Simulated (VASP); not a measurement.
The system is In.

```xyz
1
Lattice="-1.6658 1.6658 2.4833 1.6658 -1.6658 2.4833 1.6658 1.6658 -2.4833" Properties=species:S:1:pos:R:3 pbc="T T T"
In    0.0000    0.0000    0.0000
```

Base run:

```yaml
Program: VASP 6.6.1
Functional: PBEsol
Potentials_or_basis: VASP PAW PBE potentials, release 64 (In_d)
Cutoff: 300 eV
k_mesh: 19 × 19 × 19
Occupations: methfessel-paxton, width 0.1 eV
Spin: no spin polarisation
```

Its results: band gap on the k mesh none (metal or under the smearing width); pressure -3.2 GPa.

Question: After a change of settings the same cell gave: band gap on the k mesh none (metal or under the smearing width); pressure -4.1 GPa. Which change was it?
A. functional from PBEsol to HSE06; cutoff from 300 eV to 450 eV; k mesh from 19 × 19 × 19 to 10 × 10 × 10
B. functional from PBEsol to LDA; potentials or basis from VASP PAW PBE potentials, release 64 (In_d) to VASP PAW LDA potentials, release 64 (In_d); cutoff from 300 eV to 450 eV
C. functional from PBEsol to r2SCAN; cutoff from 300 eV to 450 eV
D. cutoff from 300 eV to 450 eV

Answer: B.

Caveats: the PAW data sets were made with another functional, which shifts forces and pressure a little (some runs).

Runs at the PBE level aren't shown here.
